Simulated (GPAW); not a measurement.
# Pb (Fm-3m) in GPAW: single point with PBE

Aim: the single point of Pb with PBE.

All numbers are computed with GPAW 26.7.0; they aren't measurements. Logs are shortened: lines on timing, memory, paths and dates and some standing lists are left out, and cuts for length are marked. The log counts tension as positive stress, the text compression.

### 1 The crystal as given

It takes space group Fm-3m (No. 225, cubic). Conventional cell: a = 4.950 Å, b = 4.950 Å, c = 4.950 Å, α = 90.00°, β = 90.00°, γ = 90.00°. Pb (site symmetry m-3m) is surrounded by 12 Pb at 3.50 Å.

### 2 Single point, PBE

Contents of run.py:

```python
from ase.dft.bandgap import bandgap
from ase.io import read, write
from ase.units import GPa
from gpaw import GPAW, PW

atoms = read('POSCAR')

calc = GPAW(mode=PW(900),
            xc='PBE',
            kpts={'size': (9, 9, 9), 'gamma': True},
            occupations={'name': 'fermi-dirac', 'width': 0.05},
            nbands=14,
            convergence={'density': 1e-05, 'energy': 1e-05},
            maxiter=100,
            txt='gpaw.txt')
atoms.calc = calc
energy = atoms.get_potential_energy()
forces = atoms.get_forces()
stress = atoms.get_stress()
calc.write('gs.gpw')
write('result.traj', atoms)
print(f'Energy: {energy:.6f} eV')
print('Forces (eV/A):')
print(forces.round(4))
print('Stress (GPa):', (stress / GPa).round(3))
print('Fermi level:', round(calc.get_fermi_level(), 4), 'eV')
print(f'Gap: {bandgap(calc)[0]:.4f} eV, direct: {bandgap(calc, direct=True)[0]:.4f} eV')
```

Contents of POSCAR:

```
Pb
1.0
    0.0000000000      2.4750200000      2.4750200000
    2.4750200000      0.0000000000      2.4750200000
    2.4750200000      2.4750200000      0.0000000000
Pb
1
Direct
    0.0000000000      0.0000000000      0.0000000000
```

Potentials or basis: GPAW PAW data sets (gpaw-data 1.2.1), pw.

The run is started by

```bash
$ OMP_NUM_THREADS=1 python run.py
```

gpaw.txt:

```text
__  _  _
 | _ |_)|_||  |
 |__||  | ||/\| - 26.7.0

Input parameters:
  mode=PW(ecut=900.0000000000001),
  convergence={'density': 1e-05, 'energy': 1e-05},
  kpts=MonkhorstPack(size=(9, 9, 9), gamma=True),
  maxiter=100,
  nbands=14,
  occupations=Occupations(name='fermi-dirac', width=0.05),
  xc=XC(name='PBE')

Diagonalizing LCAO Hamiltonian
Converting LCAO to pw mode

       Pb

Atoms  # Å, Bohr magnetons
|   | symbol |        x |        y |        z |    initial magnetic moments |
|---|--------|----------|----------|----------|-----------------------------|
| 0 |     Pb | 0.000000 | 0.000000 | 0.000000 | ( 0.0000,  0.0000,  0.0000) |

Unit cell  # Å
| periodic |        x |        y |        z |  lengths |    angles |
|----------|----------|----------|----------|----------|-----------|
|      yes | 0.000000 | 2.475020 | 2.475020 | 3.500207 | 60.000000 |
|      yes | 2.475020 | 0.000000 | 2.475020 | 3.500207 | 60.000000 |
|      yes | 2.475020 | 2.475020 | 0.000000 | 3.500207 | 60.000000 |

Number of symmetries: 48
Symmetry operations  # r_c * U_cc + t_c -> r_c
|    | kind |            matrix            |
|----|------|------------------------------|
|  0 |  σ   |  1, 0, 0,  1, 0,-1,  1,-1, 0 |
|  1 |  C2  |  1, 0, 0,  1,-1, 0,  1, 0,-1 |
|  2 |  E   |  1, 0, 0,  0, 1, 0,  0, 0, 1 |
|  3 |  σ   |  1, 0, 0,  0, 0, 1,  0, 1, 0 |
|  4 |  C4  |  1, 0,-1,  1, 0, 0,  1,-1, 0 |
|  5 |  S6  |  1, 0,-1,  1,-1, 0,  1, 0, 0 |
|  6 |  σ   |  1, 0,-1,  0, 1,-1,  0, 0,-1 |
|  7 |  C3  |  1, 0,-1,  0, 0,-1,  0, 1,-1 |
|  8 |  S6  |  1,-1, 0,  1, 0, 0,  1, 0,-1 |
|  9 |  C4  |  1,-1, 0,  1, 0,-1,  1, 0, 0 |
| 10 |  C3  |  1,-1, 0,  0,-1, 1,  0,-1, 0 |
| 11 |  σ   |  1,-1, 0,  0,-1, 0,  0,-1, 1 |
| 12 |  σ   |  0, 1, 0,  1, 0, 0,  0, 0, 1 |
| 13 |  C4  |  0, 1, 0,  0, 1,-1, -1, 1, 0 |
| 14 |  C3  |  0, 1, 0,  0, 0, 1,  1, 0, 0 |
| 15 |  S6  |  0, 1, 0, -1, 1, 0,  0, 1,-1 |
| 16 |  C2  |  0, 1,-1,  1, 0,-1,  0, 0,-1 |
| 17 |  σ   |  0, 1,-1,  0, 1, 0, -1, 1, 0 |
| 18 |  S4  |  0, 1,-1,  0, 0,-1,  1, 0,-1 |
| 19 |  C4  |  0, 1,-1, -1, 1, 0,  0, 1, 0 |
| 20 |  C3  |  0, 0, 1,  1, 0, 0,  0, 1, 0 |
| 21 |  σ   |  0, 0, 1,  0, 1, 0,  1, 0, 0 |
| 22 |  S6  |  0, 0, 1,  0,-1, 1, -1, 0, 1 |
| 23 |  C4  |  0, 0, 1, -1, 0, 1,  0,-1, 1 |
| 24 |  S4  |  0, 0,-1,  1, 0,-1,  0, 1,-1 |
| 25 |  C3  |  0, 0,-1,  0, 1,-1,  1, 0,-1 |
| 26 |  C2  |  0, 0,-1,  0,-1, 0, -1, 0, 0 |
| 27 |  S6  |  0, 0,-1, -1, 0, 0,  0,-1, 0 |
| 28 |  S4  |  0,-1, 1,  1,-1, 0,  0,-1, 0 |
| 29 |  C4  |  0,-1, 1,  0, 0, 1, -1, 0, 1 |
| 30 |  C2  |  0,-1, 1,  0,-1, 0,  1,-1, 0 |
| 31 |  σ   |  0,-1, 1, -1, 0, 1,  0, 0, 1 |
| 32 |  C3  |  0,-1, 0,  1,-1, 0,  0,-1, 1 |
| 33 |  S6  |  0,-1, 0,  0, 0,-1, -1, 0, 0 |
| 34 |  S4  |  0,-1, 0,  0,-1, 1,  1,-1, 0 |
| 35 |  C2  |  0,-1, 0, -1, 0, 0,  0, 0,-1 |
| 36 |  C2  | -1, 1, 0,  0, 1, 0,  0, 1,-1 |
| 37 |  S6  | -1, 1, 0,  0, 1,-1,  0, 1, 0 |
| 38 |  S4  | -1, 1, 0, -1, 0, 1, -1, 0, 0 |
| 39 |  C3  | -1, 1, 0, -1, 0, 0, -1, 0, 1 |
| 40 |  S6  | -1, 0, 1,  0, 0, 1,  0,-1, 1 |
| 41 |  C2  | -1, 0, 1,  0,-1, 1,  0, 0, 1 |
| 42 |  C3  | -1, 0, 1, -1, 1, 0, -1, 0, 0 |
| 43 |  S4  | -1, 0, 1, -1, 0, 0, -1, 1, 0 |
| 44 |  C2  | -1, 0, 0,  0, 0,-1,  0,-1, 0 |
| 45 |  i   | -1, 0, 0,  0,-1, 0,  0, 0,-1 |
| 46 |  σ   | -1, 0, 0, -1, 1, 0, -1, 0, 1 |
| 47 |  C2  | -1, 0, 0, -1, 0, 1, -1, 1, 0 |

BZ-sampling:
  Number of BZ points: 729
  Number of IBZ points: 35

  Monkhorst-Pack size: [9, 9, 9]
  Monkhorst-Pack shift: [0, 0, 0]

K-points  # in reciprocal-cell coordinates
|     |                                coordinates |     weight |
|-----|--------------------------------------------|------------|
|   0 | (  0.00000000,   0.00000000,   0.00000000) | 0.00137174 |
|   1 | (  0.11111111,   0.11111111,   0.00000000) | 0.00823045 |
|   2 | (  0.11111111,   0.11111111,   0.11111111) | 0.01097394 |
|   3 | (  0.22222222,   0.11111111,   0.11111111) | 0.01646091 |
|   4 | (  0.22222222,   0.22222222,   0.00000000) | 0.00823045 |
|   5 | (  0.22222222,   0.22222222,   0.11111111) | 0.03292181 |
|   6 | (  0.22222222,   0.22222222,   0.22222222) | 0.01097394 |
|   7 | (  0.33333333,   0.22222222,   0.11111111) | 0.03292181 |
|   8 | (  0.33333333,   0.22222222,   0.22222222) | 0.03292181 |
|   9 | (  0.33333333,   0.33333333,  -0.33333333) | 0.01646091 |
| ... |                                            |            |
|  34 | (  0.44444444,   0.44444444,   0.44444444) | 0.01097394 |

Plane wave coefficients: 1872
Cutoff: 900.0000000000001 eV

Spin-components: 1 (collinear spins)
Bands:           14
Projectors:      6
Spin-degeneracy: 2
Datatype:        complex128

Parallelization:
  kpt:    1
  domain: 1
  band:   1

Density:
  Valence electrons: 14.0
  Components: 1
  Grid points: [25 25 25]
  Charge: 0.0  # |e|

Potential:
  Grid points: [25 25 25]

species:
  Pb:
    name:    Lead
    Z:       82.0
    valence: 14
    core:    68
    charge:  0.0  # [|e|]
    compensation charges:
      type: gauss
      rc: 0.38  # [Å]
      lmax: 2
    cutoffs:
      filter: 2.36  # [Å]
      core: 2.43  # [Å]
    projectors
    | kind |    occ | energy [eV] | rcut [Å] |
    |------|--------|-------------|----------|
    |   6s |  2.000 |     -11.969 |    1.259 |
    |   6p |  2.000 |      -3.506 |    1.275 |
    |   5d | 10.000 |     -21.211 |    1.217 |
    |    s |        |      15.243 |    1.259 |
    |    p |        |      23.705 |    1.275 |
    |    d |        |       6.001 |    1.217 |

    Using partial waves for Pb as LCAO basis

Reference energy: -567274.463364  # eV

eigensolver:
  PPCG
  Converge bands: occupied
  niter=2

density mixing:
  MSR1-Mixer
  Pratt-step length: 0.05
  Maximum mixing coefficient: 0.75
  Old densities: 10
  SVD Regularization: 0.005
  Good broyden scale: 1.0
  Trust region scale: 1.0
  Backstep threshold: 4.0
  History deletion threshold: 6.0
  Fourier metric: weight=20.0, sigma=0.015

occupation numbers:
  Fermi-Dirac:
    width: 0.0500  # eV

poisson solver:
  ecut: 7200.000000000001  # eV

xc functional:
  name: PBE with 2 nearest neighbor stencil

convergence criteria:
- Maximum integral of absolute [dens]ity change: 1e-05 electrons / valence electron
- Maximum [total energy] change in last 3 cyles: 1e-05 eV / valence electron
- Maximum integral of absolute [eigenst]ate change: 4e-08 eV^2 / valence electron
maximum number of iterations: 100

SCF iterations
|iter     | |      energy | eigst |  dens |
|---------|-|-------------|-------|-------|
|iter:   1| |   -3.836079 | -0.25 |       |
|iter:   2| |   -3.835671 | -2.27 | -1.78 |
|iter:   3| |   -3.823078 | -2.50 | -1.82 |
|iter:   4| |   -3.823163 | -3.41 | -2.34 |
|iter:   5| |   -3.823273 | -4.21 | -2.77 |
|iter:   6| |   -3.823275c| -6.15 | -3.87 |
|iter:   7| |   -3.823275c| -6.74 | -4.32 |
|iter:   8| |   -3.823275c| -7.87c| -5.11c|

Converged in 8 steps
Energy contributions relative to reference atoms: (reference = -567274.463364)

Energy contributions:
  Kinetic:           9.058804
  Coulomb:          -9.029106
  Zero:              0.006032
  External:          0.000000
  Xc:               -3.857446
  Entropy:          -0.003119
  Spinorbit:         0.000000
  ----------------------------
  Free energy:      -3.824835
  Extrapolated:     -3.823275

dipole moment: (-20.910686, -20.910686, -20.910686)  # |e|*Ang

Fermi level: 7.463
Eigenvalues  # (at kpt = [0.000, 0.000, 0.000])
| band index |      eig [eV] | occ [0-2] |
|------------|---------------|-----------|
|          0 |        -9.449 |     2.000 |
|          1 |        -9.449 |     2.000 |
|          2 |        -9.449 |     2.000 |
|          3 |        -9.309 |     2.000 |
|          4 |        -9.309 |     2.000 |
|          5 |        -4.077 |     2.000 |
|          6 |        15.006 |     0.000 |
|          7 |        15.006 |     0.000 |
|          8 |        15.006 |     0.000 |
|          9 |        17.448 |     0.000 |
|         10 |        19.047 |     0.000 |
|         11 |        20.091 |     0.000 |
|         12 |        20.091 |     0.000 |
|         13 |        20.091 |     0.000 |

No gap
No difference between direct/indirect transitions

Forces  # eV/Ang
|        x |        y |        z |
|----------|----------|----------|
| -0.00000 | -0.00000 | -0.00000 |  # Pb   0

Stress tensor  # eV/Ang^3
|         x |         y |         z |
|-----------|-----------|-----------|
| -0.012547 |  0.000000 |  0.000000 |
|  0.000000 | -0.012547 |  0.000000 |
|  0.000000 |  0.000000 | -0.012547 |

# Writing to gs.gpw (mode='')
```

Run time: 13 s. Hardware: 1 thread of Intel Xeon Platinum 8259CL at 2.50GHz (Skylake/Cascade Lake), shared host; peak memory 0.17 GiB.

What came out:

```yaml
Free_energy: -3.8248 eV
Pressure: 2.0 GPa
Band_gap_on_the_k_mesh: none (metal or under the smearing width)
```

Spin-orbit coupling is left out, which matters for the levels of Pb.
